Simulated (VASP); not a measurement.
# Bi (R-3m) in VASP: notebook

One crystal, Bi, is run at these levels: PBEsol, LDA, PBE, PBE+D3(BJ); tasks: relaxation of cell and atoms.

Everything below comes from runs of VASP 6.6.1. Logs are shortened: lines on timing, memory, paths and dates and some standing lists are left out, and cuts for length are marked.

### 1 The crystal as given

It takes space group R-3m (No. 166, trigonal). Conventional cell: a = 4.535 Å, b = 4.535 Å, c = 11.814 Å, α = 90.00°, β = 90.00°, γ = 120.00°. Bi (site symmetry 3m) is surrounded by 6 Bi at 3.06 to 3.52 Å.

### 2 Relaxation of cell and atoms, PBEsol

The input, INCAR:

```
PREC = Accurate
ENCUT = 600
EDIFF = 1E-7
ISMEAR = 0
SIGMA = 0.1
LREAL = False
LASPH = True
NELM = 60
ALGO = Normal
ISIF = 3
LWAVE = False
LCHARG = False
GGA = PS
IBRION = 2
NSW = 90
EDIFFG = -0.005
```

The input, KPOINTS:

```
regular mesh
0
Gamma
  12 12 12
```

The input, POSCAR:

```
Bi
1.0
    2.2675000000      1.3091417400      3.9380000000
   -2.2675000000      1.3091417400      3.9380000000
    0.0000000000     -2.6182834700      3.9380000000
Bi
2
Direct
    0.2340000000      0.2340000000      0.2340000000
    0.7660000000      0.7660000000      0.7660000000
```

Potentials or basis: VASP PAW PBE potentials, release 64 (Bi_d).

Launch:

```sh
cat potpaw_PBE.64/Bi_d/POTCAR > POTCAR
mpirun -np 1 vasp_std > vasp.out
```

OUTCAR:

```text
PREC = Accurate
   ENCUT = 600
   EDIFF = 1E-7
   ISMEAR = 0
   LREAL = False
   LASPH = True
   NELM = 60
   ISIF = 3
   GGA = PS
   IBRION = 2
   NSW = 90
   EDIFFG = -0.005

 ion  position               nearest neighbor table
   1  0.234  0.234  0.234-   2 3.06   2 3.06   2 3.06   2 3.52   2 3.52   2 3.52
   2  0.766  0.766  0.766-   1 3.06   1 3.06   1 3.06   1 3.52   1 3.52   1 3.52

  LATTYP: Found a trigonal (rhomboedric) cell.
 ALAT       =     4.7289800534
 COS(alpha) =     0.5401781297

  Lattice vectors:

 A1 = (   2.2675000000,   1.3091417400,   3.9380000000)
 A2 = (  -2.2675000000,   1.3091417400,   3.9380000000)
 A3 = (   0.0000000000,  -2.6182834700,   3.9380000000)

Analysis of symmetry for initial positions (statically):
=====================================================================
 Subroutine PRICEL returns:
 Original cell was already a primitive cell.

 Routine SETGRP: Setting up the symmetry group for a
 trigonal (rhombohedral) supercell.

 Subroutine GETGRP returns: Found 12 space group operations
 (whereof 12 operations were pure point group operations)
 out of a pool of 12 trial point group operations.

The static configuration has the point symmetry D_3d.

Analysis of symmetry for dynamics (positions and initial velocities):
=====================================================================
 Subroutine PRICEL returns:
 Original cell was already a primitive cell.

 Routine SETGRP: Setting up the symmetry group for a
 trigonal (rhombohedral) supercell.

 Subroutine GETGRP returns: Found 12 space group operations
 (whereof 12 operations were pure point group operations)
 out of a pool of 12 trial point group operations.

The dynamic configuration has the point symmetry D_3d.

 Subroutine INISYM returns: Found 12 space group operations
 (whereof 12 operations are pure point group operations),
 and found     1 'primitive' translations

----------------------------------------------------------------------------------------

                                     Primitive cell

  volume of cell :      70.1392

  direct lattice vectors                    reciprocal lattice vectors
     2.267500000  1.309141740  3.938000000     0.220507166  0.127309872  0.084645336
    -2.267500000  1.309141740  3.938000000    -0.220507166  0.127309872  0.084645336
     0.000000000 -2.618283470  3.938000000     0.000000000 -0.254619744  0.084645336

  length of vectors
     4.728980053  4.728980053  4.728980052     0.268320791  0.268320791  0.268320791

[... 106 lines left out ...]
   LHFCALC =     F    Hartree Fock is set to
   AEXX    =    0.0000 exact exchange contribution
   IVDW    =     0    specifies the selected vdW correction
   LEPSILON=     F    determine dielectric tensor
   LRPA    =     F    only Hartree local field effects (RPA)
 conjugate gradient relaxation of ions
 non-spin polarized calculation
 Gauss-broadening in eV      SIGMA  =   0.10
  energy-cutoff  :      600.00
  volume of cell :       70.14
 maximum number of plane-waves:      2367
 NGX is ok and might be reduce to    40
   NGX = 19   NGY = 19   NGZ = 19

--------------------------------------- Ionic step        1  -------------------------------------------

 number of electron      30.0000001 magnetization

 Free energy of the ion-electron system (eV)
  ---------------------------------------------------
  ext. energy  EPLUGINS =         0.00000000
  ---------------------------------------------------
  free energy    TOTEN  =        -8.60054384 eV

  energy without entropy =       -8.59938932  energy(sigma->0) =       -8.59996658

------------------------ aborting loop because EDIFF is reached ----------------------------------------

  FORCE on cell =-STRESS in cart. coord.  units (eV):
  Direction    XX          YY          ZZ          XY          YZ          ZX
  --------------------------------------------------------------------------------------
  -------------------------------------------------------------------------------------
  Total       -0.1224889     -0.1224889     -0.0765966      0.0000000     -0.0000000      0.0000000
  in kB       -2.7979904     -2.7979904     -1.7496815      0.0000000     -0.0000000      0.0000000
  external PRESSURE =      -2.4485541 kB  Pullay stress =       0.0000000 kB
[... 89 lines left out ...]
  FREE ENERGIE OF THE ION-ELECTRON SYSTEM (eV)
  ---------------------------------------------------
  free  energy   TOTEN  =        -8.6047869502 eV

  energy  without entropy=       -8.6035187562  energy(sigma->0) =       -8.60415285

[... ionic steps 4 to 9 ...]

--------------------------------------- Ionic step       10  -------------------------------------------

 number of electron      30.0000003 magnetization

------------------------ aborting loop because EDIFF is reached ----------------------------------------
[... 67 lines left out ...]
--------------------------------------- Ionic step       12  -------------------------------------------

 number of electron      30.0000002 magnetization

 Free energy of the ion-electron system (eV)
  ---------------------------------------------------
  ext. energy  EPLUGINS =         0.00000000
  ---------------------------------------------------
  free energy    TOTEN  =        -8.60662326 eV

  energy without entropy =       -8.60540187  energy(sigma->0) =       -8.60601256

 E-fermi :   6.4085     XC(G=0):  -9.8135

 val. band max:        6.3999936670   @ k =   0.4167   0.0833   0.0833
 cond. band min:       6.4783704595   @ k =   0.4167   0.0000  -0.0000
 fundamental gap:      0.0783767926
 Fermi energy:         6.4085498016

 k-point     1 :       0.0000    0.0000    0.0000
  band No.  band energies     occupation
      1     -16.4611      2.00000
      2     -16.4611      2.00000
      3     -16.3034      2.00000
      4     -16.3034      2.00000
      5     -16.2929      2.00000
      6     -16.1109      2.00000
[... 505 lines left out ...]
      6     -16.1998      2.00000
[... 11 lines left out ...]
     18       9.7032      0.00000
     19      13.2226      0.00000

 [... further k-points ...]

------------------------ aborting loop because EDIFF is reached ----------------------------------------

  FORCE on cell =-STRESS in cart. coord.  units (eV):
  Direction    XX          YY          ZZ          XY          YZ          ZX
  --------------------------------------------------------------------------------------
  -------------------------------------------------------------------------------------
  Total        0.0011940      0.0011940      0.0026584      0.0000000      0.0000000      0.0000000
  in kB        0.0278031      0.0278031      0.0619005      0.0000000      0.0000000      0.0000000
  external PRESSURE =       0.0391689 kB  Pullay stress =       0.0000000 kB
[... 17 lines left out ...]
  FREE ENERGIE OF THE ION-ELECTRON SYSTEM (eV)
  ---------------------------------------------------
  free  energy   TOTEN  =        -8.6066232582 eV

  energy  without entropy=       -8.6054018706  energy(sigma->0) =       -8.60601256

 reached required accuracy - stopping structural energy minimisation
```

CONTCAR:

```text
Bi
   1.00000000000000
     2.2625284757668815    1.3062714290806499    3.8802489711030450
    -2.2625284757668815    1.3062714290806499    3.8802489711030450
    -0.0000000000000000   -2.6125428483302806    3.8802489711516839
  Bi
     2
Direct
     0.2368263959325080    0.2368263959325080    0.2368263959324840
     0.7631736040674918    0.7631736040674918    0.7631736040675159

  0.00000000E+00  0.00000000E+00  0.00000000E+00
  0.00000000E+00  0.00000000E+00  0.00000000E+00
```

It took 17 min on 1 thread of Intel Xeon Platinum 8559C (Emerald Rapids), shared host; peak memory 0.42 GiB.

Results:

```yaml
Free_energy: -8.6066 eV
Relaxed_volume: 34.40 Å³/atom
Relaxed_cell: a = 4.678 Å, b = 4.678 Å, c = 4.678 Å, α = 57.85°, β = 57.85°, γ = 57.85°
Space_group_after_relaxing_to_0.05_Å: R-3m (No. 166)
Energy_gained_by_relaxing: 3.0 meV/atom
Ionic_steps: 12
Pressure_after_relaxing: 0.0 GPa
Band_gap_on_the_k_mesh: none (metal or under the smearing width)
```

Step by step:
| step | energy change (eV) | largest force (eV/Å) | pressure (GPa) | volume (Å³) |
| --- | --- | --- | --- | --- |
| 1 | 0.0000 | 0.1611 | -0.24 | 70.14 |
| 2 | -0.0027 | 0.1295 | -0.01 | 69.60 |
| 3 | -0.0042 | 0.0878 | 0.31 | 68.88 |
| 4 | -0.0054 | 0.0092 | -0.18 | 69.26 |
| 5 | -0.0054 | 0.0038 | -0.12 | 69.21 |
| 6 | -0.0058 | 0.0021 | -0.06 | 69.04 |
| 7 | -0.0060 | 0.0121 | 0.05 | 68.71 |
| 8 | -0.0060 | 0.0104 | 0.03 | 68.76 |
| 9 | -0.0061 | 0.0082 | -0.02 | 68.84 |
| 10 | -0.0061 | 0.0077 | -0.03 | 68.85 |
| 11 | -0.0061 | 0.0024 | 0.02 | 68.79 |
| 12 | -0.0061 | 0.0018 | 0.00 | 68.81 |

Final structure:
```
Bi
1.0
     2.26253    1.30627    3.88025
    -2.26253    1.30627    3.88025
     0.00000   -2.61254    3.88025
Bi
2
Direct
  0.23683 0.23683 0.23683
  0.76317 0.76317 0.76317
```

Caveat: the PAW data sets were made with another functional, which shifts forces and pressure a little; spin-orbit coupling is left out, which moves the levels of the heavy elements.

### 3 Relaxation of cell and atoms, LDA

INCAR: that of step 2 with these lines changed.

```diff
@@ -12,3 +12,2 @@
 LCHARG = False
-GGA = PS
 IBRION = 2
```

KPOINTS is that of step 2.

POSCAR is that of step 2.

Potentials or basis: VASP PAW LDA potentials, release 64 (Bi_d).

Launch:

```sh
cat potpaw_LDA.64/Bi_d/POTCAR > POTCAR
mpirun -np 1 vasp_std > vasp.out
```

Wall time 23 min (1 thread of Intel Xeon Platinum 8559C (Emerald Rapids), shared host); peak memory 0.42 GiB.

It converged, with:

| Quantity | Value |
| --- | --- |
| Free energy | -9.1264 eV |
| Relaxed volume | 33.58 Å³/atom |
| Relaxed cell | a = 4.630 Å, b = 4.630 Å, c = 4.630 Å, α = 58.11°, β = 58.11°, γ = 58.11° |
| Space group after relaxing (to 0.05 Å) | R-3m (No. 166) |
| Energy gained by relaxing | 8.4 meV/atom |
| Ionic steps | 17 |
| Pressure after relaxing | 0.0 GPa |
| Largest force after relaxing | 0.005 eV/Å |
| Band gap on the k mesh | none (metal or under the smearing width) |

Forces in eV/Å, atoms in the order of the input:
```
Bi   0.000  0.000  0.005
Bi   0.000  0.000 -0.005
```

The path:
| step | energy change (eV) | largest force (eV/Å) | pressure (GPa) | volume (Å³) |
| --- | --- | --- | --- | --- |
| 1 | 0.0000 | 0.0939 | -1.34 | 70.14 |
| 2 | -0.0076 | 0.2546 | 0.77 | 67.20 |
| 3 | -0.0093 | 0.2062 | 0.10 | 68.06 |
| 4 | -0.0127 | 0.1379 | 0.08 | 67.80 |
| 5 | -0.0158 | 0.0115 | 0.08 | 67.18 |
| 6 | -0.0158 | 0.0029 | 0.09 | 67.21 |
| 7 | -0.0164 | 0.0147 | -0.16 | 67.44 |
| 8 | -0.0164 | 0.0166 | -0.20 | 67.48 |
| 9 | -0.0167 | 0.0034 | -0.05 | 67.28 |
| 10 | -0.0167 | 0.0081 | -0.02 | 67.23 |
| 11 | -0.0167 | 0.0094 | -0.02 | 67.22 |
| 12 | -0.0167 | 0.0100 | -0.01 | 67.21 |
| 13 | -0.0167 | 0.0075 | -0.03 | 67.19 |
| 14 | -0.0167 | 0.0019 | 0.04 | 67.12 |
| 15 | -0.0167 | 0.0047 | 0.05 | 67.14 |
| 16 | -0.0167 | 0.0066 | 0.02 | 67.17 |
| 17 | -0.0167 | 0.0048 | 0.00 | 67.16 |

Final structure:
```
Bi
1.0
     2.24871    1.29829    3.83388
    -2.24871    1.29829    3.83388
     0.00000   -2.59659    3.83388
Bi
2
Direct
  0.23728 0.23728 0.23728
  0.76272 0.76272 0.76272
```

Levels at points of the mesh, in eV from the Fermi level:
| k point | band 12 | band 13 | band 14 | band 15 | band 16 | band 17 | band 18 | band 19 |
| --- | --- | --- | --- | --- | --- | --- | --- | --- |
| (0.00, 0.00, 0.00) | -7.32 | -1.54 | -1.31 | -1.31 | 2.79 | 3.08 | 3.08 | 5.55 |
| (0.50, 0.00, 0.00) | -10.74 | -1.13 | -1.03 | -0.29 | -0.24 | 0.35 | 0.74 | 7.82 |
| (0.50, 0.50, 0.00) | -9.43 | -5.01 | -3.22 | -3.11 | 2.43 | 5.14 | 5.46 | 7.15 |
| (0.50, 0.50, 0.50) | -10.25 | -0.84 | -0.56 | -0.56 | 0.46 | 0.46 | 0.57 | 7.37 |

Caveat: spin-orbit coupling is left out, which moves the levels of the heavy elements. Zero-point motion and thermal expansion aren't in these numbers.

### 4 Relaxation of cell and atoms, PBE

INCAR: that of step 3 with these lines changed.

```diff
@@ -12,2 +12,3 @@
 LCHARG = False
+GGA = PE
 IBRION = 2
```

KPOINTS is that of step 3.

POSCAR is that of step 3.

Potentials or basis: VASP PAW PBE potentials, release 64 (Bi_d).

Launch:

```sh
cat potpaw_PBE.64/Bi_d/POTCAR > POTCAR
mpirun -np 1 vasp_std > vasp.out
```

Run time: 15 min. Hardware: 1 thread of Intel Xeon Platinum 8559C (Emerald Rapids), shared host; peak memory 0.44 GiB.

It converged, with:

| Quantity | Value |
| --- | --- |
| Free energy | -7.7742 eV |
| Relaxed volume | 36.82 Å³/atom |
| Relaxed cell | a = 4.838 Å, b = 4.838 Å, c = 4.838 Å, α = 56.54°, β = 56.54°, γ = 56.54° |
| Space group after relaxing (to 0.05 Å) | R-3m (No. 166) |
| Energy gained by relaxing | 11.4 meV/atom |
| Ionic steps | 11 |
| Pressure after relaxing | 0.0 GPa |
| Band gap on the k mesh | none (metal or under the smearing width) |

The path:
| step | energy change (eV) | largest force (eV/Å) | pressure (GPa) | volume (Å³) |
| --- | --- | --- | --- | --- |
| 1 | 0.0000 | 0.2312 | 2.21 | 70.14 |
| 2 | -0.0139 | 0.1522 | -1.15 | 75.16 |
| 3 | -0.0218 | 0.0160 | 0.01 | 73.20 |
| 4 | -0.0221 | 0.0192 | 0.01 | 73.24 |
| 5 | -0.0225 | 0.0275 | 0.01 | 73.35 |
| 6 | -0.0226 | 0.0312 | 0.02 | 73.40 |
| 7 | -0.0227 | 0.0157 | 0.03 | 73.48 |
| 8 | -0.0228 | 0.0028 | 0.03 | 73.55 |
| 9 | -0.0228 | 0.0040 | 0.03 | 73.58 |
| 10 | -0.0227 | 0.0052 | -0.07 | 73.77 |
| 11 | -0.0228 | 0.0003 | 0.00 | 73.65 |

Final structure:
```xyz
2
Lattice="2.2912 1.3228 4.0502 -2.2912 1.3228 4.0502 0.0000 -2.6456 4.0502" Properties=species:S:1:pos:R:3 pbc="T T T"
Bi    0.0000    0.0000    2.8408
Bi    0.0000    0.0000    9.3097
```

Levels at points of the mesh, in eV from the Fermi level:
```
           k point  band 13  band 14  band 15  band 16  band 17  band 18
(0.00, 0.00, 0.00)    -1.46    -1.08    -1.08     2.44     2.88     2.88
(0.50, 0.00, 0.00)    -1.35    -1.11    -0.28    -0.19     0.54     1.09
(0.50, 0.50, 0.00)    -4.41    -2.86    -2.67     2.44     4.70     5.28
(0.50, 0.50, 0.50)    -0.86    -0.51    -0.51     0.76     0.79     0.79
```

Caveat: spin-orbit coupling is left out, which moves the levels of the heavy elements. Zero-point motion and thermal expansion aren't in these numbers.

[end of part 1 of 2]
